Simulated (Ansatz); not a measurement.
Two G0W0 runs on SrCl2 (fluorite (111) film, 3 layers).

The cell holds 9 atoms: 6 Cl and 3 Sr. Cell: a = 4.933 Å, b = 4.933 Å, c = 42.200 Å, α = 90.0°, β = 90.0°, γ = 120.0°. It derives from SrCl2. Vacuum lies along c.

```xyz
9
Lattice="4.9333 0.0000 0.0000 -2.4666 4.2723 0.0000 0.0000 0.0000 42.2000" Properties=species:S:1:pos:R:3
Cl    2.4666    1.4241   23.9909
Sr    0.0000    0.0000   24.8814
Cl    0.0000    2.8482   25.8544
Cl    0.0000    2.8482   20.1928
Sr    2.4666    1.4241   21.1000
Cl    0.0000    0.0000   22.0072
Cl    0.0000    0.0000   16.3456
Sr    0.0000    2.8482   17.3186
Cl    2.4666    1.4241   18.2091
```

The structure was relaxed with LDA (ions only). The runs that relaxed it are not among those shown. PAW set soft_2, made with PBE.

The first (Ansatz 0.2.0; start LDA, 3×3×1 mesh, 1058 empty bands, screening to 65 eV; 4 threads of Arm Neoverse V1, shared host) gave, on its mesh: starting gap 5.11 eV, G0W0 gap 7.84 eV, mean of 1 + 4πα/V (set by the cell height) 1.42, 8.7 min.

The second gave: starting gap 5.11 eV, G0W0 gap 7.70 eV, mean of 1 + 4πα/V (set by the cell height) 1.43, 1.7 min.

Question: What was changed in the input? Choose among start, files, mesh, bands and cutoff, frequency model or another key.

Changed: empty bands from 1058 to 436 and screening cutoff (eV) from 65.0 to 36. The starting gap stayed, which rules out the functional and points to the GW step. Other changes could give like numbers; this is the one that was made.

Limits: not at the basis limit; coarse mesh for a sheet; no spin-orbit coupling.

[Paths, hosts, dates, memory and timing lines, banners, echoed tables and standing remarks are left out of the program output.]

[Logs are printed without paths, hosts, clocks, repeated set-up lines and the standing remarks that a program may print on its own settings, such as how far it seeks lower states.]

[Runs of the session that timed out or met a known fault of the program may be left out.]

[Cells called generated may have been cut or substituted from an entry of the Crystallography Open Database or the Materials Project.]

[Hosts, paths, dates, database ids (printed as entryN), source tags and the programs' standing remarks are cut or masked in the printed files.]
